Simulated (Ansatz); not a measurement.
**Slab of fcc Si (210), 6 layers**

The slab is cut from the fcc crystal, which needn't be the stable phase, as relaxed on PAW files (14.09 Å³/atom), with 16 Å of vacuum and a dipole correction:

```yaml
crystal:
  lattice:
    - [4.69524, 0.00000, 0.00000]
    - [1.56508, 3.49963, 0.00000]
    - [0.00000, 0.00000, 20.28610]
  atoms:
    - { symbol: Si, position: [0.00000, 0.75000, 0.39436] }
    - { symbol: Si, position: [0.40000, 0.05000, 0.43661] }
    - { symbol: Si, position: [0.80000, 0.35000, 0.47887] }
    - { symbol: Si, position: [0.20000, 0.65000, 0.52113] }
    - { symbol: Si, position: [0.60000, 0.95000, 0.56339] }
    - { symbol: Si, position: [0.00000, 0.25000, 0.60564] }
```

Level of theory: DFT with PBEsol, scalar-relativistic, in Ansatz 0.2.0; a Γ-centred 10×10×1 k mesh, Fermi–Dirac smearing of 0.05 eV, no spin polarisation. LAPW: all electrons, basis error target 1 meV/atom; PAW: frozen-core files, cutoff 420 eV.

The bulk energy comes from a cell in the slab's orientation on a 10×10×5 mesh. The surface energy is (E(slab) − N·E(bulk))/2A at zero smearing, the mean of both faces; thin slabs carry quantum-size effects.

The PAW files were made under PBE. Real surfaces of this kind reconstruct, which a 1×1 cell forbids.

As cut, the LAPW slab lies 1.785 eV above 6 atoms of bulk. What surface energy is that?

Over two faces of 16.43 Å² it is 54.3 meV/Å², and times 16.02 J/m² per eV/Å² that gives γ = 0.870 J/m².

```csv
method,γ as cut (J/m²),γ relaxed (J/m²),Φ as cut (eV),Φ relaxed (eV)
LAPW,0.870,?,4.31,?
```

Give the missing entry: row "LAPW", column "Φ relaxed (eV)".

4.49.

Fill in "γ relaxed (J/m²)" for the row "LAPW".

0.448.

How do the spacings between the planes relax?

From the bottom face up: d12 -40.1 % of 0.857 Å, d23 -27.1 % of 0.857 Å, d34 +51.2 % of 0.857 Å, d45 -27.1 % of 0.857 Å, d56 -40.1 % of 0.857 Å.

What changes if the vacuum is set to 9 Å?

LAPW then gives: no gap, work function 4.48 eV; PAW: no gap, work function 4.47 eV. The program warns that the vacuum is too thin.
